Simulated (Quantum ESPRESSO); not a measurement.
Nb in Quantum ESPRESSO: the effect of functional

Crystal: Nb.

```
Nb
1.0
    -1.66395    1.66395    1.66395
     1.66395   -1.66395    1.66395
     1.66395    1.66395   -1.66395
Nb
1
Cartesian
  0.0000 0.0000 0.0000
```

Alike in all runs:

| Property | Result |
| --- | --- |
| Program | Quantum ESPRESSO 7.5 |
| Task | band structure |
| Potentials or basis | SG15 PBE 1.2 |
| Cutoff | 952 eV |
| Density cutoff | 3810 eV |
| k mesh | 8 × 8 × 8 |
| Occupations | fermi-dirac, width 0.05 eV |
| Spin | no spin polarisation |

**Question.** One run gave: pressure -6.5 GPa. Which functional did it use?
A. TPSS
B. SCAN
C. r2SCAN

**Answer.** B.

```csv
functional,pressure (GPa)
r2SCAN,-4.3
SCAN,-6.5
TPSS,-4.7
```

Caveats: the potentials were made for another functional, which shifts forces and pressure.

Not every run made on this cell is shown here.
